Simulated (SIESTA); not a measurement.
# Pd under changes of volume

One of the cells (14.750 Å³/atom); the others are scaled copies at fixed shape and fractional positions:

```
Pd
1.0
     0.00000    1.94650    1.94650
     1.94650    0.00000    1.94650
     1.94650    1.94650    0.00000
Pd
1
Cartesian
  0.0000 0.0000 0.0000
```

* Program: SIESTA 5.4.2
* Functional: LDA
* Potentials or basis: PseudoDojo 0.4 standard (LDA files)
* Basis: DZP (energy shift 0.003 Ry; two zetas on semicore shells)
* Grid cutoff: 800 Ry
* Energy shift: 0.003 Ry
* k mesh: 12 × 12 × 12
* Occupations: fermi-dirac, width 0.05 eV
* Spin: no spin polarisation

```csv
volume (Å³/atom),energy over the lowest point (meV/atom),pressure (GPa)
13.865,?,?
14.160,0.00,0.4
14.455,3.48,-3.9
14.750,14.44,-7.7
15.045,31.92,-10.9
15.340,54.85,-13.7
15.635,82.61,-16.1
```

What does the run at 13.865 Å³/atom give?

Energy over the lowest point 4.82 meV/atom; pressure 5.3 GPa.

Worked out: A Birch-Murnaghan fit of order 3 (a polynomial in V^(-2/3)) to the other rows has its minimum at 14.18 Å³/atom with B0 = V·E''(V) = 224 GPa and B' = 6.1. It gives 5.21 meV/atom at 13.865 Å³/atom, against the run's 4.82, and -dE/dV = 5.4 GPa, against 5.3.

Energies are extrapolated to zero smearing.

Caveats: the basis of atomic orbitals isn't converged, which shifts pressures, moduli and gaps.
